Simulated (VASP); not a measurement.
# CaSe (Fm-3m) in VASP: notebook, part 2 of 2

VASP 6.6.1.

### Step 4. Equation of state, PBEsol, 25.31 Å³/atom (volume scaled by 0.98)

INCAR

```
  PREC = Accurate
  ENCUT = 520
  EDIFF = 1E-7
  ISMEAR = -1
  SIGMA = 0.05
  LREAL = F
  LASPH = T
  NELM = 60
  ALGO = Normal
  ISIF = 2
  LWAVE = F
  LCHARG = F
  GGA = PS
  NBANDS = 15
```

KPOINTS

```
Automatic mesh
0
Gamma
  8 8 8
```

POSCAR

```
CaSe
1.0
    0.0000000000      2.9361604760      2.9361604760
    2.9361604760      0.0000000000      2.9361604760
    2.9361604760      2.9361604760      0.0000000000
Se Ca
1 1
Direct
    0.5000000000      0.5000000000      0.5000000000
    0.0000000000      0.0000000000      0.0000000000
```

Started as:

```
$ cat potpaw_PBE.64/Se/POTCAR potpaw_PBE.64/Ca_sv/POTCAR > POTCAR
$ mpirun -np 1 vasp_std > vasp.out
```

Wall time 20 s (1 thread of Intel Xeon Platinum 8488C (Sapphire Rapids), shared host); peak memory 0.18 GiB.

It converged, with:

```yaml
Free_energy: -10.0741 eV
Pressure: 0.1 GPa
Band_gap_on_the_k_mesh: 1.87 eV, indirect (least direct gap 2.84 eV)
```

Caveat: the PAW data sets were made with another functional, which shifts forces and pressure a little.

### Step 5. Equation of state, PBEsol, 26.35 Å³/atom (volume scaled by 1.02)

INCAR is that of step 4.

KPOINTS is that of step 4.

POSCAR

```
CaSe
1.0
    0.0000000000      2.9755767295      2.9755767295
    2.9755767295      0.0000000000      2.9755767295
    2.9755767295      2.9755767295      0.0000000000
Se Ca
1 1
Direct
    0.5000000000      0.5000000000      0.5000000000
    0.0000000000      0.0000000000      0.0000000000
```

Started as:

```
$ cat potpaw_PBE.64/Se/POTCAR potpaw_PBE.64/Ca_sv/POTCAR > POTCAR
$ mpirun -np 1 vasp_std > vasp.out
```

Run time: 19 s. Hardware: 1 thread of Intel Xeon Platinum 8488C (Sapphire Rapids), shared host; peak memory 0.17 GiB.

Results (log left out):

* Free energy: -10.0630 eV
* Pressure: -1.8 GPa
* Band gap on the k mesh: 1.97 eV, indirect (least direct gap 2.90 eV)

Caveat: the PAW data sets were made with another functional, which shifts forces and pressure a little.

### Step 6. Equation of state, PBEsol, 26.86 Å³/atom (volume scaled by 1.04)

INCAR is that of step 5.

KPOINTS is that of step 5.

POSCAR

```
CaSe
1.0
    0.0000000000      2.9948991977      2.9948991977
    2.9948991977      0.0000000000      2.9948991977
    2.9948991977      2.9948991977      0.0000000000
Se Ca
1 1
Direct
    0.5000000000      0.5000000000      0.5000000000
    0.0000000000      0.0000000000      0.0000000000
```

Potentials or basis: VASP PAW PBE potentials, release 64 (Se, Ca_sv).

Started as:

```
$ cat potpaw_PBE.64/Se/POTCAR potpaw_PBE.64/Ca_sv/POTCAR > POTCAR
$ mpirun -np 1 vasp_std > vasp.out
```

It took 18 s on 1 thread of Intel Xeon Platinum 8488C (Sapphire Rapids), shared host; peak memory 0.18 GiB.

Results (log left out):

```yaml
Free_energy: -10.0487 eV
Pressure: -2.7 GPa
Band_gap_on_the_k_mesh: 2.02 eV, indirect (least direct gap 2.93 eV)
```

Caveat: the PAW data sets were made with another functional, which shifts forces and pressure a little.

### Step 7. Equation of state, PBEsol, 27.38 Å³/atom (volume scaled by 1.06)

INCAR is that of step 6.

KPOINTS is that of step 6.

POSCAR

```
CaSe
1.0
    0.0000000000      3.0139755031      3.0139755031
    3.0139755031      0.0000000000      3.0139755031
    3.0139755031      3.0139755031      0.0000000000
Se Ca
1 1
Direct
    0.5000000000      0.5000000000      0.5000000000
    0.0000000000      0.0000000000      0.0000000000
```

Started as:

```
$ cat potpaw_PBE.64/Se/POTCAR potpaw_PBE.64/Ca_sv/POTCAR > POTCAR
$ mpirun -np 1 vasp_std > vasp.out
```

Wall time 19 s (1 thread of Intel Xeon Platinum 8488C (Sapphire Rapids), shared host); peak memory 0.18 GiB.

The run converged. Its results:

```
Free energy            : -10.0294 eV
Pressure               : -3.4 GPa
Band gap on the k mesh : 2.06 eV, indirect (least direct gap 2.89 eV)
```

Caveat: the PAW data sets were made with another functional, which shifts forces and pressure a little.

### Step 8. Equation of state, PBEsol

Potentials or basis: VASP PAW PBE potentials, release 64 (Se, Ca_sv).

This step only gathers the single runs of the series.

Results:

```yaml
Equilibrium_volume: 25.38 Å³/atom
Bulk_modulus: 52 GPa
Pressure_derivative_of_the_bulk_modulus: 4.2
```

Energy against volume, from the lowest point:
```csv
volume (Å³/atom),energy (meV/atom)
24.280,8.29
24.796,2.22
25.313,0.00
25.829,1.23
26.346,5.56
26.863,12.71
27.379,22.37
```

Caveat: the PAW data sets were made with another functional, which shifts forces and pressure a little.

### Step 9. Equation of state, PBE, 24.28 Å³/atom (volume scaled by 0.94)

INCAR

```
SYSTEM = CaSe
PREC = Accurate
ENCUT = 520
EDIFF = 1E-7
ISMEAR = -1
SIGMA = 0.05
LREAL = .FALSE.
LASPH = .TRUE.
NELM = 100
ALGO = Normal
ISIF = 2
LWAVE = .FALSE.
LCHARG = .FALSE.
GGA = PE
NBANDS = 15
```

KPOINTS

```
Automatic mesh
0
G
  8 8 8
  0 0 0
```

POSCAR

```
CaSe
1.0
    0.0000000000      2.8956565374      2.8956565374
    2.8956565374      0.0000000000      2.8956565374
    2.8956565374      2.8956565374      0.0000000000
Se Ca
1 1
Direct
    0.5000000000      0.5000000000      0.5000000000
    0.0000000000      0.0000000000      0.0000000000
```

Potentials or basis: VASP PAW PBE potentials, release 64 (Se, Ca_sv).

Started as:

```
$ cat potpaw_PBE.64/Se/POTCAR potpaw_PBE.64/Ca_sv/POTCAR > POTCAR
$ mpirun -np 1 vasp_std > vasp.out
```

Run time: 21 s. Hardware: 1 thread of Intel Xeon Platinum 8488C (Sapphire Rapids), shared host; peak memory 0.17 GiB.

It converged, with:

```
Free energy            : -9.4191 eV
Pressure               : 5.1 GPa
Band gap on the k mesh : 1.86 eV, indirect (least direct gap 2.85 eV)
```

### Step 10. Equation of state, PBE, 24.80 Å³/atom (volume scaled by 0.96)

INCAR

```
PREC = Accurate ; ENCUT = 520
EDIFF = 1E-7 ; ISMEAR = -1
SIGMA = 0.05 ; LREAL = False
LASPH = True ; NELM = 80
ALGO = Normal ; ISIF = 2
LWAVE = False ; LCHARG = False
GGA = PE ; NBANDS = 15
```

KPOINTS

```
regular mesh
0
Gamma
  8 8 8
```

POSCAR

```
CaSe
1.0
    0.0000000000      2.9160491567      2.9160491567
    2.9160491567      0.0000000000      2.9160491567
    2.9160491567      2.9160491567      0.0000000000
Se Ca
1 1
Direct
    0.5000000000      0.5000000000      0.5000000000
    0.0000000000      0.0000000000      0.0000000000
```

Started as:

```
$ cat potpaw_PBE.64/Se/POTCAR potpaw_PBE.64/Ca_sv/POTCAR > POTCAR
$ mpirun -np 1 vasp_std > vasp.out
```

Wall time 20 s (1 thread of Intel Xeon Platinum 8488C (Sapphire Rapids), shared host); peak memory 0.18 GiB.

Results (log left out):

```
Free energy            : -9.4475 eV
Pressure               : 3.7 GPa
Band gap on the k mesh : 1.92 eV, indirect (least direct gap 2.89 eV)
```

### Step 11. Equation of state, PBE, 25.31 Å³/atom (volume scaled by 0.98)

INCAR

```
SYSTEM = CaSe
PREC = Accurate
ENCUT = 520
EDIFF = 1E-7
ISMEAR = -1
SIGMA = 0.05
LREAL = .False.
LASPH = .True.
NELM = 100
ALGO = Normal
ISIF = 2
LWAVE = .False.
LCHARG = .False.
GGA = PE
NBANDS = 15
```

KPOINTS

```
Automatic mesh
0
Gamma
  8 8 8
  0 0 0
```

POSCAR

```
CaSe
1.0
    0.0000000000      2.9361604760      2.9361604760
    2.9361604760      0.0000000000      2.9361604760
    2.9361604760      2.9361604760      0.0000000000
Se Ca
1 1
Direct
    0.5000000000      0.5000000000      0.5000000000
    0.0000000000      0.0000000000      0.0000000000
```

Started as:

```
$ cat potpaw_PBE.64/Se/POTCAR potpaw_PBE.64/Ca_sv/POTCAR > POTCAR
$ mpirun -np 1 vasp_std > vasp.out
```

Run time: 19 s. Hardware: 1 thread of Intel Xeon Platinum 8488C (Sapphire Rapids), shared host; peak memory 0.18 GiB.

It converged, with:

| Property | Result |
| --- | --- |
| Free energy | -9.4676 eV |
| Pressure | 2.5 GPa |
| Band gap on the k mesh | 1.97 eV, indirect (least direct gap 2.92 eV) |

### Step 12. Equation of state, PBE, 26.35 Å³/atom (volume scaled by 1.02)

INCAR

```
PREC = Accurate ; ENCUT = 520
EDIFF = 1E-7 ; ISMEAR = -1
SIGMA = 0.05 ; LREAL = False
LASPH = True ; NELM = 100
ALGO = Normal ; ISIF = 2
LWAVE = False ; LCHARG = False
GGA = PE ; NBANDS = 15
```

KPOINTS

```
Automatic mesh
0
Gamma
  8 8 8
```

POSCAR

```
CaSe
1.0
    0.0000000000      2.9755767295      2.9755767295
    2.9755767295      0.0000000000      2.9755767295
    2.9755767295      2.9755767295      0.0000000000
Se Ca
1 1
Direct
    0.5000000000      0.5000000000      0.5000000000
    0.0000000000      0.0000000000      0.0000000000
```

Potentials or basis: VASP PAW PBE potentials, release 64 (Se, Ca_sv).

Started as:

```
$ cat potpaw_PBE.64/Se/POTCAR potpaw_PBE.64/Ca_sv/POTCAR > POTCAR
$ mpirun -np 1 vasp_std > vasp.out
```

Wall time 21 s (1 thread of Intel Xeon Platinum 8488C (Sapphire Rapids), shared host); peak memory 0.18 GiB.

The run converged. Its results:

| Quantity | Value |
| --- | --- |
| Free energy | -9.4855 eV |
| Pressure | 0.3 GPa |
| Band gap on the k mesh | 2.07 eV, indirect (least direct gap 2.98 eV) |

### Step 13. Equation of state, PBE, 26.86 Å³/atom (volume scaled by 1.04)

INCAR

```
ALGO     = Normal         # electronic algorithm
EDIFF    = 1E-7           # SCF threshold, eV
ENCUT    = 520            # plane-wave cutoff, eV
GGA      = PE             # functional
ISIF     = 2              # what is computed and relaxed
ISMEAR   = -1             # smearing method
LASPH    = True           # aspherical terms in the spheres
LCHARG   = False          # write CHGCAR
LREAL    = False          # projectors in reciprocal space
LWAVE    = False          # write WAVECAR
NBANDS   = 15             # bands
NELM     = 60             # most SCF steps
PREC     = Accurate       # precision mode
SIGMA    = 0.05           # smearing width, eV
```

KPOINTS

```
k-points
0
Gamma
  8 8 8
```

POSCAR

```
CaSe
1.0
    0.0000000000      2.9948991977      2.9948991977
    2.9948991977      0.0000000000      2.9948991977
    2.9948991977      2.9948991977      0.0000000000
Se Ca
1 1
Direct
    0.5000000000      0.5000000000      0.5000000000
    0.0000000000      0.0000000000      0.0000000000
```

Started as:

```
$ cat potpaw_PBE.64/Se/POTCAR potpaw_PBE.64/Ca_sv/POTCAR > POTCAR
$ mpirun -np 1 vasp_std > vasp.out
```

Wall time 23 s (1 thread of Intel Xeon Platinum 8488C (Sapphire Rapids), shared host); peak memory 0.17 GiB.

Results (log left out):

- Free energy: -9.4848 eV
- Pressure: -0.6 GPa
- Band gap on the k mesh: 2.11 eV, indirect (least direct gap 3.01 eV)

### Step 14. Equation of state, PBE, 27.38 Å³/atom (volume scaled by 1.06)

INCAR

```
PREC = Accurate ; ENCUT = 520
EDIFF = 1E-7 ; ISMEAR = -1
SIGMA = 0.05 ; LREAL = False
LASPH = True ; NELM = 80
ALGO = Normal ; ISIF = 2
LWAVE = False ; LCHARG = False
GGA = PE ; NBANDS = 15
```

KPOINTS

```
Automatic mesh
0
Gamma
  8 8 8
```

POSCAR

```
CaSe
1.0
    0.0000000000      3.0139755031      3.0139755031
    3.0139755031      0.0000000000      3.0139755031
    3.0139755031      3.0139755031      0.0000000000
Se Ca
1 1
Direct
    0.5000000000      0.5000000000      0.5000000000
    0.0000000000      0.0000000000      0.0000000000
```

Started as:

```
$ cat potpaw_PBE.64/Se/POTCAR potpaw_PBE.64/Ca_sv/POTCAR > POTCAR
$ mpirun -np 1 vasp_std > vasp.out
```

Run time: 20 s. Hardware: 1 thread of Intel Xeon Platinum 8488C (Sapphire Rapids), shared host; peak memory 0.18 GiB.

Results (log left out):

| Item | Value |
| --- | --- |
| Free energy | -9.4785 eV |
| Pressure | -1.4 GPa |
| Band gap on the k mesh | 2.15 eV, indirect (least direct gap 3.03 eV) |

### Step 15. Equation of state, PBE

Potentials or basis: VASP PAW PBE potentials, release 64 (Se, Ca_sv).

No new run: the results of the series are fitted here.

Results:

* Equilibrium volume: 26.54 Å³/atom
* Bulk modulus: 48 GPa
* Pressure derivative of the bulk modulus: 4.1

Energy against volume, from the lowest point:
| volume (Å³/atom) | energy (meV/atom) |
| --- | --- |
| 24.280 | 33.24 |
| 24.796 | 19.01 |
| 25.313 | 8.99 |
| 25.829 | 2.78 |
| 26.346 | 0.00 |
| 26.863 | 0.35 |
| 27.379 | 3.51 |

PBE usually gives volumes a little too large and moduli too small. Zero-point motion and thermal expansion aren't in these numbers.
